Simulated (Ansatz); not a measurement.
# Bi2Se3 (Paraguanajuatite): projected density of states with revPBE

Crystal: Bi2Se3 (Paraguanajuatite).

```
Bi Se
1.0
     2.07150    1.19598    9.54533
    -2.07150    1.19598    9.54533
     0.00000   -2.39196    9.54533
Bi Se
2 3
Direct
  0.59920 0.59920 0.59920
  0.40080 0.40080 0.40080
  0.78830 0.78830 0.78830
  0.21170 0.21170 0.21170
  0.00000 0.00000 0.00000
```

```json
{"Program": "Ansatz 0.2.0", "Task": "projected density of states", "Functional": "revPBE", "Potentials or basis": "Ansatz PAW", "Cutoff": "420 eV (not typed: the program's choice for these potentials)", "k mesh": "8 × 8 × 8", "Occupations": "fermi-dirac, width 0.05 eV", "Spin": "no spin polarisation"}
```

| Property | Result |
| --- | --- |
| Pressure | 3.8 GPa |
| Largest force | 0.161 eV/Å |
| Band gap on the k mesh | 0.27 eV, direct |

Forces in eV/Å, atoms in the order of the input:
```
Bi   0.000  0.000  0.161
Bi   0.000  0.000 -0.161
Se   0.000  0.000  0.157
Se   0.000  0.000 -0.157
Se   0.000  0.000  0.000
```

Stress tensor (GPa, compression positive):
```
3.73 0.00 0.00
0.00 3.73 0.00
0.00 0.00 3.83
```

Levels at points of the mesh, in eV from the valence-band top:
```
              k point  band 36  band 37  band 38  band 39  band 40  band 41  band 42  band 43
   (0.00, 0.00, 0.00)    -1.88    -1.23    -1.23     0.00     0.27     1.41     1.41     2.16
  (0.00, 0.00, -0.50)    -2.98    -2.14    -1.25    -0.56     0.88     1.94     3.01     3.16
 (0.00, -0.50, -0.50)    -1.88    -1.87    -1.65    -1.00     1.38     1.98     2.60     3.02
(-0.50, -0.50, -0.50)    -1.51    -1.40    -1.40    -0.44     0.66     1.72     1.72     2.10
```

States per cell in windows of 1 eV (zero at the valence-band top; states under -8 eV left out):
```csv
from (eV),total,Se 4p,Bi 6p,Se 4s,Bi 6s
-8.0,0.00,0.00,0.00,0.00,0.00
-7.0,0.00,0.00,0.00,0.00,0.00
-6.0,0.45,0.25,0.19,0.01,0.00
-5.0,2.31,1.35,0.89,0.03,0.01
-4.0,4.32,2.75,1.40,0.09,0.04
-3.0,4.21,2.89,1.13,0.09,0.06
-2.0,4.26,3.66,0.37,0.05,0.12
-1.0,2.45,2.03,0.13,0.02,0.22
0.0,0.11,0.02,0.07,0.01,0.00
1.0,2.77,0.78,1.71,0.17,0.02
2.0,3.88,1.33,2.25,0.08,0.03
3.0,3.45,1.28,1.91,0.04,0.01
4.0,2.62,0.73,0.85,0.01,0.00
5.0,1.50,0.09,0.10,0.00,0.00
6.0,2.28,0.04,0.04,0.00,0.00
7.0,2.54,0.02,0.02,0.00,0.00
```

Wall time 34 s on 2 threads of Arm Neoverse V2, on a shared host, peak memory 0.84 GiB.

Caveat: spin-orbit coupling is left out, which as a rule narrows the gap of such compounds by several tenths of an eV; the PAW data sets come from PBE, with cores solved anew for the run's functional, which leaves a small shift of forces and pressure; the density of states is complete only up to the lowest level of the last band computed. A k mesh can miss the band edges.
